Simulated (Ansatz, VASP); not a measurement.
## Two plane-wave programs on Mg

```
Mg
1.0
     3.11012    0.00000    0.00000
    -1.55506    2.69345    0.00000
     0.00000    0.00000    3.10456
Mg
1
Direct
  0.00000 0.00000 0.00000
```

Change from the starting cell: volume scaled by 1.06.

Alike in both runs: task single point; functional PBE; k mesh 10 × 10 × 9; occupations fermi-dirac, width 0.05 eV; no spin polarisation.

|  | VASP | Ansatz |
| --- | --- | --- |
| version | VASP 6.6.1 | Ansatz 0.2.0 |
| potentials or method | VASP PAW PBE potentials, release 64 (Mg) | Ansatz PAW |
| plane-wave cutoff (eV) | 520 | 420 |
| valence electrons in the cell | 2 | 10 |

Ansatz gave:

| Quantity | Value |
| --- | --- |
| gap on the k mesh at the Fermi level (eV) | none |
| pressure (GPa) | -0.5 |
| largest component of the traceless stress (GPa) | 0.32 |

Which values does VASP return?

gap on the k mesh at the Fermi level (eV): none; pressure (GPa): -0.6; largest component of the traceless stress (GPa): 0.31.

A gap of «none» marks a metal or a gap that the smearing closes. The two sets of potentials don't hold the same shells in valence.
